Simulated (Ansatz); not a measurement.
## TaN: Ta vacancy

Computed with DFT PBE, scalar-relativistic, plane waves, PAW in Ansatz 0.2.0. (420 eV cutoff, 5×5×5 k-mesh, Gaussian smearing of 0.10 eV, no spin polarisation)

Host crystal, relaxed:

```xyz
6
Lattice="5.2636 0.0000 0.0000 -2.6318 4.5584 0.0000 0.0000 0.0000 2.9218" Properties=species:S:1:pos:R:3 pbc="T T T"
Ta    0.0000    0.0000    0.0000
Ta    0.0000    3.0389    1.4609
Ta    2.6318    1.5195    1.4609
N     2.6318    0.0000    0.0000
N     1.3159    2.2792    0.0000
N    -1.3159    2.2792    0.0000
```

Supercell of 18 atoms, rows in host cell vectors: -1 0 1; 0 -1 1; 1 1 1. Atoms relax at the host's cell, keeping the symmetry that the supercell leaves at the site. The cell is small, so energies carry finite-size errors of tenths of an eV. The host is a metal. Atoms are taken from and returned to the elements' standard states.

A cell with an odd number of electrons and no spin polarisation is a metal by construction and may be lower with spin. Spin-orbit coupling is left out, which matters for the bands and energies of heavy elements.

Defect: Ta vacancy at (0.333, 0.667, 0.500) of the host cell.

Problem. What is the formation energy of the neutral defect?

Solution. 2.51 eV.

Problem. Does the neutral defect carry a moment, and how do its surroundings relax?

Solution. The neutral run had no spin polarisation, so a moment wasn't tested. The nearest neighbours before are 6 N at 2.11 Å; after relaxation the atoms near the site are 6 N at 2.17 Å; the largest move is 0.32 Å.